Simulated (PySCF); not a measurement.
Structure with atom numbers: `[CH3:1][CH2:2][CH2:3][SH:4]`. Hydrogens are named by the atom that carries them.

GIAO shifts from PySCF on PBE0-D3(BJ)/def2-TZVP geometries (one conformer, non-relativistic, equivalent nuclei averaged), against TMS at the same level and in the same medium; PCM means IEF-PCM chloroform.

Measured (solution, not stated per compound (mostly CDCl3 or CCl4); Pretsch, Buehlmann, Badertscher, Structure Determination of Organic Compounds, 4th ed. (2009)): C3 26.4, C2 27.6, C1 12.6, H(C3) 2.50, H(C2) 1.63, H(C1) 0.99 ppm.

Which unscaled values do B97-2/pcSseg-2, gas; WP04/pcSseg-2, PCM; wB97X-D/pcSseg-2, PCM give, and how close are they?

## Answers


```tsv
atoms	measured	B97-2/pcSseg-2, gas	WP04/pcSseg-2, PCM	wB97X-D/pcSseg-2, PCM
C3	26.4	34.1	37.0	32.8
C2	27.6	36.1	37.3	35.6
C1	12.6	17.0	18.2	16.7
H(C3)	2.50	2.29	2.32	2.30
H(C2)	1.63	1.56	1.55	1.54
H(C1)	0.99	0.97	0.96	0.97
```

Mean absolute error for $^{13}$C: B97-2/pcSseg-2, gas 6.9, WP04/pcSseg-2, PCM 8.6, wB97X-D/pcSseg-2, PCM 6.2 ppm.

Mean absolute error for $^{1}$H: B97-2/pcSseg-2, gas 0.10, WP04/pcSseg-2, PCM 0.10, wB97X-D/pcSseg-2, PCM 0.10 ppm.
